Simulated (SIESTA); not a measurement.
The system is PbSe (Clausthalite).

```
Pb Se
1.0
     0.00000    3.06065    3.06065
     3.06065    0.00000    3.06065
     3.06065    3.06065    0.00000
Pb Se
1 1
Cartesian
  0.0000 0.0000 0.0000
  3.0606 3.0606 3.0606
```

- Program: SIESTA 5.4.2
- Task: single point
- Functional: PBE
- Potentials or basis: PseudoDojo 0.4 standard (PBE files)
- Basis: DZP (energy shift 0.002 Ry)
- Grid cutoff: 500 Ry
- Energy shift: 0.002 Ry
- k mesh: 8 × 8 × 8
- Occupations: fermi-dirac, width 0.05 eV
- Spin: no spin polarisation

On this cell: pressure 4.1 GPa; largest force zero by symmetry; band gap on the k mesh 0.39 eV, direct.

The same run follows on a disturbed copy (atoms moved at random, drawn with an rms of 0.05 Å):

```xyz
2
Lattice="0.0000 3.0606 3.0606 3.0606 0.0000 3.0606 3.0606 3.0606 0.0000" Properties=species:S:1:pos:R:3 pbc="T T T"
Pb   -0.0115   -0.0087   -0.0166
Se    3.0383    3.0478    3.0701
```

Task: What changes?

Result: The energy moves by +0.3 meV/atom; pressure 4.1 GPa; largest force 0.038 eV/Å; band gap on the k mesh 0.39 eV, direct.

Forces in eV/Å, atoms in the order of the input:
```
Pb  -0.014 -0.006  0.034
Se   0.014  0.006 -0.035
```

Caveats: semicore shells carry a single zeta, which can move pressures by several GPa and volumes by a few percent; spin-orbit coupling is left out, which as a rule narrows the gap of such compounds by several tenths of an eV; the basis of atomic orbitals isn't converged, which shifts pressures, moduli and gaps.

A k mesh can miss the band edges.
